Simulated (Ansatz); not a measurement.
# CrCuO2: the cost of one run

Method: DFT PBE+U, scalar-relativistic, plane waves, PAW, in Ansatz 0.2.0.

**1. The structure to begin with**

It takes space group R-3m (No. 166, trigonal). The conventional cell has a = 3.037 Å, b = 3.037 Å, c = 17.248 Å, α = 90.00°, β = 90.00°, γ = 120.00°. Cr (site symmetry -3m) is surrounded by 6 O at 2.02 Å. Cu (site symmetry -3m) is surrounded by 2 O at 1.88 Å. Around O (site symmetry 3m) lie 1 Cu at 1.88 Å and 3 Cr at 2.02 Å.

Structure file:

```cif
data_structure
_symmetry_space_group_name_H-M 'R-3m:H'
_symmetry_Int_Tables_number 166
_cell_length_a 3.0372
_cell_length_b 3.0372
_cell_length_c 17.2484
_cell_angle_alpha 90.000
_cell_angle_beta 90.000
_cell_angle_gamma 120.000
_cell_volume 137.80
loop_
_atom_site_label
_atom_site_type_symbol
_atom_site_symmetry_multiplicity
_atom_site_Wyckoff_symbol
_atom_site_fract_x
_atom_site_fract_y
_atom_site_fract_z
_atom_site_occupancy
Cr1 Cr 3 b 0.33333 0.66667 0.16667 1
Cu1 Cu 3 a 0.00000 0.00000 0.00000 1
O1 O 6 c 0.00000 0.00000 0.10880 1
```

**2. Coarse mesh, to find the state of the open shells**

input.yaml

```yaml
crystal:
  lattice:
    - [-4.5558493998, -2.6303208774, 0.0]
    - [1.5186164666, -2.6303208774, 0.0]
    - [1.5186164666, 0.8767736258, 5.7494745724]
  atoms:
    - { symbol: Cr, position: [0.5, 0.0, 1.5], spin: 4.0 }
    - { symbol: Cu, position: [0.0, 0.0, 0.0], spin: 1.0 }
    - { symbol: O, position: [0.1087997125, 0.0, 0.3263991375] }
    - { symbol: O, position: [0.8912002875, 0.0, 2.6736008625] }
    - { symbol: Cr, position: [1.0, 0.5, 1.5], spin: -4.0 }
    - { symbol: Cu, position: [0.5, 0.5, 0.0], spin: -1.0 }
    - { symbol: O, position: [0.6087997125, 0.5, 0.3263991375] }
    - { symbol: O, position: [1.3912002875, 0.5, 2.6736008625] }
basis:
  ecutwfc: 420
  ecutrho_ratio: 4
kpoints:
  mp_grid: { grid: [3, 5, 3] }
hamiltonian:
  xc: pbe
  hubbard:
    sites:
      - { species: Cr, l: d, u_eff: 3.7 }
      - { species: Cu, l: d, u_eff: 4.0 }
scf:
  occupations: { method: gaussian, width: 0.05 }
output:
  forces: true
  stress: true
  eigenvalues: true
  populations: true
  hubbard: { sites: [{ species: Cr, l: d }, { species: Cu, l: d }] }
magnetization:
  spin_polarized: true
```

Command:

```
$ ansatz run input.yaml --threads 4 --pin off --max-ram 10240MiB --backend cpu --events-out ev --progress --plain --runs-dir out
```

What time and memory should one allow on 4 threads of Intel Xeon at 2.70GHz, shared host?

About 5.4 s, with a peak of 0.64 GiB.
